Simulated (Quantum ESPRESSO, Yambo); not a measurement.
# WS2 (2H monolayer): G0W0 with Yambo, start to end, part 2 of 3

Wanted: ground state, empty states, screening and self-energy for WS2 (2H monolayer).

Quantum ESPRESSO 7.5 and Yambo 5.3.0; PBE and many-body steps on it, plane waves. Known limits of the many-body steps: not at the basis limit; no spin-orbit coupling.

So far. Step 2 (Ground state): The gap is direct, at (0.333, 0.333, 0.000). Step 3 (Bands along the symmetry lines): The gap is 1.811 eV, as in the run before at this level.

**4. Empty states on the mesh, 6×6×1 mesh, 89 bands**

Level of this step: DFT, PBE, plane waves, norm-conserving pseudopotentials (Quantum ESPRESSO).

The sums over transitions need many empty states on a uniform mesh; this step solves for them.

pw.in reads:

```
&control
  calculation = 'nscf'
  prefix = 'x'
  outdir = 'o'
  pseudo_dir = 'pseudo'
/
&system
  ibrav = 0
  nat = 3
  ntyp = 2
  ecutwfc = 62.0
  nbnd = 89
  force_symmorphic = .true.
/
&electrons
  conv_thr = 1e-9
  electron_maxstep = 80
  diago_full_acc = .true.
  diago_thr_init = 5e-6
/
ATOMIC_SPECIES
  W 183.84 W.upf
  S 32.06 S.upf
CELL_PARAMETERS angstrom
  3.1870569639 0.0000000000 0.0000000000
  -1.5935284820 2.7600722941 0.0000000000
  0.0000000000 0.0000000000 16.0000000000
ATOMIC_POSITIONS crystal
  W 0.3333333333 0.6666666667 0.5000000000
  S 0.6666666667 0.3333333333 0.5982117567
  S 0.6666666667 0.3333333333 0.4017882433
K_POINTS automatic
  6 6 1 0 0 0
```

The run is started by

```sh
> OMP_NUM_THREADS=1 mpirun -n 4 pw.x -nk 4 -in pw.in > pw.out
```

What it wrote:

```text
[banner, memory and clock lines left out]
Program PWSCF v.7.5 starts

     Atomic positions and unit cell read from directory:
     o/x.save/

     Message from routine setup:
     using ibrav=0 with symmetry is DISCOURAGED, use correct ibrav instead

     G-vector sticks info

     bravais-lattice index     =            0
     lattice parameter (alat)  =       6.0227  a.u.
     unit-cell volume          =     949.7884 (a.u.)^3
     number of atoms/cell      =            3
     number of atomic types    =            2
     number of electrons       =        26.00
     number of Kohn-Sham states=           89
     kinetic-energy cutoff     =      62.0000  Ry
     charge density cutoff     =     248.0000  Ry
     Exchange-correlation= PBE
                           (   1   4   3   4   0   0   0)

     celldm(1)=   6.022665  celldm(2)=   0.000000  celldm(3)=   0.000000
     celldm(4)=   0.000000  celldm(5)=   0.000000  celldm(6)=   0.000000

     crystal axes: (cart. coord. in units of alat)
               a(1) = (   1.000000   0.000000   0.000000 )
               a(2) = (  -0.500000   0.866025   0.000000 )
               a(3) = (   0.000000   0.000000   5.020306 )

     reciprocal axes: (cart. coord. in units 2 pi/alat)
               b(1) = (  1.000000  0.577350 -0.000000 )
               b(2) = (  0.000000  1.154701  0.000000 )
               b(3) = (  0.000000 -0.000000  0.199191 )
     Pseudo is Norm-conserving + core correction, Zval = 14.0
     Generated using ONCVPSP code by D. R. Hamann
     Using radial grid of 1396 points,  8 beta functions with:
     Pseudo is Norm-conserving + core correction, Zval =  6.0
     Generated using ONCVPSP code by D. R. Hamann
     Using radial grid of 1146 points,  6 beta functions with:
     W                14.00   183.84000     W ( 1.00)
     S                 6.00    32.06000     S ( 1.00)

     12 Sym. Ops. (no inversion) found

   Cartesian axes

     site n.     atom                  positions (alat units)
         1        W      tau(   1) = (  -0.0000000   0.5773503   2.5101528  )
         2        S      tau(   2) = (   0.5000000   0.2886751   3.0032058  )
         3        S      tau(   3) = (   0.5000000   0.2886751   2.0170998  )

     number of k points=     7
                       cart. coord. in units 2pi/alat
        k(    1) = (   0.0000000   0.0000000   0.0000000), wk =   0.0555556
        k(    2) = (   0.0000000   0.1924501   0.0000000), wk =   0.3333333
        k(    3) = (   0.0000000   0.3849002   0.0000000), wk =   0.3333333
        k(    4) = (   0.0000000  -0.5773503   0.0000000), wk =   0.1666667
        k(    5) = (   0.1666667   0.2886751   0.0000000), wk =   0.3333333
        k(    6) = (   0.1666667   0.4811252   0.0000000), wk =   0.6666667
        k(    7) = (   0.3333333   0.5773503   0.0000000), wk =   0.1111111

     Dense  grid:    62407 G-vectors     FFT dimensions: (  32,  32, 160)

     The potential is recalculated from file :
     o/x.save/charge-density

     Starting wfcs are   18 randomized atomic wfcs +   71 random wfcs

     Band Structure Calculation

     End of band structure calculation

          k = 0.0000 0.0000 0.0000 (  7833 PWs)   bands (ev):

   -73.4110 -37.6406 -37.4893 -37.4893 -14.0834 -12.4620  -5.6712  -2.1906
    -2.1906  -1.4561  -0.9684  -0.9684   0.6066   3.5172   3.5172   3.6636
     3.6636   5.5745   6.1876   6.2006   7.5637   9.2378   9.3791  10.9640
[...]
35.5043

          k = 0.0000 0.1925 0.0000 (  7875 PWs)   bands (ev):

[...]
35.7638

          k = 0.0000 0.3849 0.0000 (  7849 PWs)   bands (ev):

[...]
32.4583  33.7381  33.8328  34.3628  34.4160  34.4588  34.8907  34.9868
    35.4830  35.6873  36.2715  36.5802  36.5982  36.6292  37.5116  37.8187
    38.2044

          k = 0.0000-0.5774 0.0000 (  7782 PWs)   bands (ev):

     [... further k-points ...]

     highest occupied, lowest unoccupied level (ev):     0.6473    2.4581

     XML data file, pseudopotentials, collected wavefunctions
```

It took 14 s on 4 MPI ranks of Arm Neoverse V1, shared host; peak memory 0.5 GiB; 56 s of CPU time.

Numbers from this step:

* gap: 1.811 eV
* k of the valence top: 0.3333, 0.3333, 0
* k of the conduction bottom: 0.3333, 0.3333, 0
* least direct gap: 1.811 eV
* k points computed: 7
* lowest point of the top converged band, above the valence top: 34.86 eV

On this mesh the gap is 1.811 eV.

**5. Conversion and set-up**

This step: Yambo 5.3.0; conversion and set-up on PBE, plane waves, norm-conserving pseudopotentials.

The states are converted to the many-body program's format and the q mesh is built.

The run is started by

```sh
> (cd o/x.save; p2y > p2y.log; mv SAVE ../..); yambo > setup.log
```

What it wrote:

```text
 Yambo, version 5.3.0

 [02] CORE Variables Setup
 =========================

  [02.01] Unit cells
  ==================

  Cell kind             :  HCP
  Atoms in the cell     :  W  S
  number of W  atoms    :  1
  number of S  atoms    :  2

  List of atomic masses
  Mass of W     :  183.8400
  Mass of S     :  32.06000

  List of atomic coordinates    : [cc]
  W1       : -0.36412E-09   3.4772       15.118      order 1
  S1       :   3.01133   1.73859  18.08730  order 2
  S2       :   3.01133   1.73859  12.14832  order 3

  Alat factors          :   6.02266   5.21578  30.23562 [a.u.]
  Direct lattice volume :  949.7884 [a.u.]
  Direct lattice vectors:  A[ 1 ]  A[ 2 ]  A[ 3 ]
   A[ 1 ]:  1.000000  0.000000  0.000000  [iru]
   6.022665  0.000000  0.000000  [cc]
   A[ 2 ]: -0.500000  1.000000  0.000000  [iru]
  -3.011332  5.215781  0.000000  [cc]
   A[ 3 ]:  0.000000  0.000000  1.000000  [iru]
    0.00000   0.00000  30.23562  [cc]

  Recip. lattice volume :  0.261164 [a.u.]
  Recip. lattice vectors:  B[ 1 ]  B[ 2 ]  B[ 3 ]
   B[ 1 ]:  1.000000  0.500000  0.000000  [iku]
   1.043257  0.602325 -0.000000  [cc]
   B[ 2 ]:  0.000000  1.000000  0.000000  [iku]
   0.000000  1.204649  0.000000  [cc]
   B[ 3 ]:  0.000000  0.000000  1.000000  [iku]
   0.000000 -0.000000  0.207807  [cc]

  [02.02] Symmetries
  ==================

  Inversion symmetry    : yes
  Spatial inversion     : no
  Inversion index       :  13
  K-space Time-reversal : yes
  Magnetic symmetries   : no
  Time-reversal derived K-space symmetries:  13  24
  Group table correct   : yes
  Symmetries units      :  [cc]

   [S  1]:   1.0000       0.0000       0.0000     -0.49699E-16   1.0000       0.0000       0.0000       0.0000       1.0000
   [S  2]:  -1.0000       0.0000       0.0000     -0.36231E-10   1.0000       0.0000       0.0000       0.0000      -1.0000
   [S  3]: -0.500000  0.866025  0.000000 -0.866025 -0.500000  0.000000  0.000000  0.000000  1.000000
[...]
[S  9]: -0.500000 -0.866025  0.000000  0.866025 -0.500000  0.000000  0.000000  0.000000 -1.000000
   [S 10]: -0.500000  0.866025  0.000000 -0.866025 -0.500000  0.000000  0.000000  0.000000 -1.000000
     [... 12 further rows ...]
   [S*23]: -0.500000 -0.866025 -0.000000 -0.866025  0.500000 -0.000000 -0.000000 -0.000000 -1.000000
   [S*24]: -0.500000  0.866025 -0.000000  0.866025  0.500000 -0.000000 -0.000000 -0.000000 -1.000000

  [02.03] Reciprocal space
  ========================

  nG shells         :  3074
  nG charge         :   62407
  nG WFs            :   9967
  nC WFs            :   7875
  G-vecs. in first 80 shells:  [ Number ]
    1   3   5   7   9  11  17  29  31
    43   55   57   69   81   83   95   97  109
   121  123  129  141  153  165  177  189  191
[...]
767   779   791   803   815   839   851   863
  ...
  Shell energy in first 80 shells:  [ mHa ]
[...]
K/Q-points units:
  rlu = crystal or reduced units; cc = cartesian coordinates; iku = interal k-units

  K [1]          [rlu]:  0.000000  0.000000  0.000000
         WF components:   7833
  K [2]          [rlu]:  0.000000  0.166667  0.000000
         WF components:   7875
  K [3]          [rlu]:  0.000000  0.333333  0.000000
         WF components:   7849
  K [4]          [rlu]:  0.000000 -0.500000  0.000000
         WF components:   7782
  K [5]          [rlu]:  0.166667  0.166667  0.000000
         WF components:   7861
  K [6]          [rlu]:  0.166667  0.333333  0.000000
         WF components:   7800
  K [7]          [rlu]:  0.333333  0.333333  0.000000
         WF components:   7764

  [02.05] Energies & Occupations
  ==============================

  [X] === General ===
  [X] Electronic Temperature                        :  0.000000  0.000000 [eV K]
  [X] Bosonic    Temperature                        :  0.000000  0.000000 [eV K]
  [X] Finite Temperature mode                       : no
  [X] El. density                                   :  0.18473E+24 [cm-3]
  [X] Fermi Level                                   :  0.647322 [eV]

  [X] === Gaps and Widths ===
  [X] Conduction Band Min                           :  1.810782 [eV]
  [X] Valence Band Max                              :  0.000000 [eV]
  [X] Filled Bands                                  :  13
  [X] Empty Bands                                   :   14   89
  [X] Direct Gap                                    :  1.810782 [eV]
  [X] Direct Gap localized at k                     :   7
  [X] Indirect Gap                                  :  1.810782 [eV]
  [X] Indirect Gap between kpts                     :   7   7
  [X] Last valence band width                       :  1.187659 [eV]
  [X] 1st conduction band width                     :  1.059072 [eV]

  E @ K [1]:  [eV]
  -74.05828 -38.28791 -38.13663 -38.13663 -14.73069 -13.10928  -6.31848  -2.83793
[...]
occ @ K [1]
[...]
E @ K [2]:  [eV]
[...]
occ @ K [2]
[...]
E @ K [3]:  [eV]
[...]
occ @ K [3]
[...]
E @ K [4]:  [eV]
[...]
occ @ K [4]
[...]
E @ K [5]:  [eV]
[...]
occ @ K [5]
[...]
E @ K [6]:  [eV]
[...]
occ @ K [6]
[...]
E @ K [7]:  [eV]
[...]
occ @ K [7]
[...]
0.000000  0.000000  0.000000  0.000000  0.000000  0.000000  0.000000  0.000000
   0.000000  0.000000  0.000000  0.000000  0.000000  0.000000  0.000000  0.000000

 [03] Transferred momenta grid and indexing
 ==========================================

 IBZ Q-points                                      :   7
 BZ  Q-points                                      :   36

 K/Q-points units:
 rlu = crystal or reduced units; cc = cartesian coordinates; iku = interal k-units

 Q [1]          [rlu]:  0.000000  0.000000  0.000000
 Q [2]          [rlu]: -0.95645E-17  0.16667       0.0000
 Q [3]          [rlu]: -0.19129E-16  0.33333       0.0000
 Q [4]          [rlu]:  0.28694E-16 -0.50000       0.0000
 Q [5]          [rlu]:  0.166667  0.166667  0.000000
 Q [6]          [rlu]:  0.166667  0.333333  0.000000
 Q [7]          [rlu]:  0.333333  0.333333  0.000000

  [03.01] X indexes
  =================

   [03.01.01] Sigma indexes
   ========================

 [06] Game Over & Game summary
```

Run time: 2.5 s. Hardware: 1 MPI rank; peak memory 0.25 GiB.

(Part 2 of 3 ends here.)

[Paths, hosts, dates, memory and timing lines, banners, echoed tables and standing remarks are left out of the program output.]

[Logs are printed without paths, hosts, clocks, repeated set-up lines and the standing remarks that a program may print on its own settings, such as how far it seeks lower states.]

[Runs of the session that timed out or met a known fault of the program may be left out.]

[Hosts, paths, dates, database ids (printed as entryN), source tags and the programs' standing remarks are cut or masked in the printed files.]
